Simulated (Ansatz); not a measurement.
# CdTe (zinc blende): the cost of one run

Computed with Ansatz 0.2.0 (DFT PBEsol, spin-orbit coupling, plane waves, PAW, unless a step's input says otherwise).

**1. The system as given**

The structure is cubic, space group F-43m (No. 216). Conventional cell: a = 6.648 Å, b = 6.648 Å, c = 6.648 Å, α = 90.00°, β = 90.00°, γ = 90.00°. Cd (site symmetry -43m) is surrounded by 4 Te at 2.88 Å. Around Te (site symmetry -43m) lie 4 Cd at 2.88 Å.

As a file:

```
CELL_PARAMETERS angstrom
0.00000 3.32419 3.32419
3.32419 0.00000 3.32419
3.32419 3.32419 0.00000
ATOMIC_POSITIONS crystal
Cd 0.00000 0.00000 0.00000
Te 0.25000 0.25000 0.25000
```

**2. Volume × 1.08**

Contents of input.yaml:

```yaml
crystal:
  lattice:
    - [0.0, 3.3241932403, 3.3241932403]
    - [3.3241932403, 0.0, 3.3241932403]
    - [3.3241932403, 3.3241932403, 0.0]
  atoms:
    - { symbol: Cd, position: [0.0, 0.0, 0.0] }
    - { symbol: Te, position: [0.25, 0.25, 0.25] }
scf:
  occupations: { method: gaussian, width: 0.02 }
output:
  forces: true
  stress: true
  eigenvalues: true
  write_density: true
  write_potential: true
  elf: true
  volumetric_format: npy
hamiltonian:
  xc: pbesol
magnetization:
  noncollinear: true
  spin_orbit: true
basis:
  ecutwfc: 450
kpoints:
  mp_grid: { grid: [10, 10, 10] }
```

Launch:

```console
$ ansatz run input.yaml --threads 1 --pin off --max-ram 2867MiB --backend cpu --events-out ev --progress --plain --runs-dir out
```

Q: Estimate wall time and peak memory on 1 thread of Intel Xeon at 2.30GHz, shared host.

About 45 s, with a peak of 0.71 GiB.
